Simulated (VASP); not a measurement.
Runs of VASP 6.6.1 on Ru. Symmetry: Im-3m, No. 229, cubic system. Conventional cell: a = 3.018 Å, b = 3.018 Å, c = 3.018 Å, α = 90.00°, β = 90.00°, γ = 90.00°. Ru (site symmetry m-3m) has 8 Ru at 2.61 Å as nearest neighbours. This isn't the form of Ru at room conditions, which is hcp.

```tsv
level	k mesh	cutoff (eV)	smearing	gap on the mesh (eV)	pressure (GPa)
PBEsol	20 × 20 × 20	520	gaussian 0.5 eV	none	(a)
PBEsol	30 × 30 × 30	520	gaussian 0.1 eV	none	-0.1
r2SCAN	20 × 20 × 20	520	gaussian 0.1 eV	none	5.7
PBEsol	20 × 20 × 20	700	gaussian 0.1 eV	none	0.1
PBEsol	20 × 20 × 20	900	gaussian 0.1 eV	none	0.1
```

Alike in all rows: task single point; potentials or basis VASP PAW PBE potentials, release 64 (Ru_pv); no spin polarisation; cell as given.

**Question.** Estimate the missing entries.

**Answer.** (a) 2.1.

Caveats: the PAW data sets were made with another functional, which shifts forces and pressure a little.

A k mesh can miss the band edges, and the runs leave out spin-orbit coupling on Ru.

A gap of «none» marks a metal or a gap under the smearing width.

Not every run made on this cell is shown here.
